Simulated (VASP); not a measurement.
**Zn: single point with PBE**

Crystal: Zn.

```
Zn
1.0
    -1.56904    1.56904    1.56904
     1.56904   -1.56904    1.56904
     1.56904    1.56904   -1.56904
Zn
1
Direct
  0.00000 0.00000 0.00000
```

This isn't the form of Zn at room conditions, which is hcp.

| Quantity | Value |
| --- | --- |
| Program | VASP 6.6.1 |
| Task | single point |
| Functional | PBE |
| Potentials or basis | VASP PAW PBE potentials, release 64 (Zn) |
| Cutoff | 520 eV |
| k mesh | 22 × 22 × 22 |
| Occupations | gaussian, width 0.15 eV |
| Spin | no spin polarisation |
| Dipole correction | no |
| Further INCAR settings | ALGO = Normal; EDIFF = 1e-06; NBANDS = 12 |

```
Pressure               : 0.1 GPa
Band gap on the k mesh : none (metal or under the smearing width)
```

Levels at points of the mesh, in eV from the Fermi level:
| k point | band 4 | band 5 | band 6 | band 7 | band 8 | band 9 |
| --- | --- | --- | --- | --- | --- | --- |
| (0.00, 0.00, 0.00) | -7.80 | -7.30 | -7.30 | 18.92 | 18.92 | 18.92 |
| (0.50, 0.00, 0.00) | -7.27 | -6.97 | -2.69 | -1.04 | 11.23 | 12.62 |
| (0.50, 0.50, 0.50) | -7.05 | -7.05 | 4.14 | 4.14 | 4.14 | 7.40 |

It took 36 s on 1 thread of Intel(R) Xeon(R) Platinum 8488C (Sapphire Rapids), with other jobs on the host, peak memory 0.17 GiB.
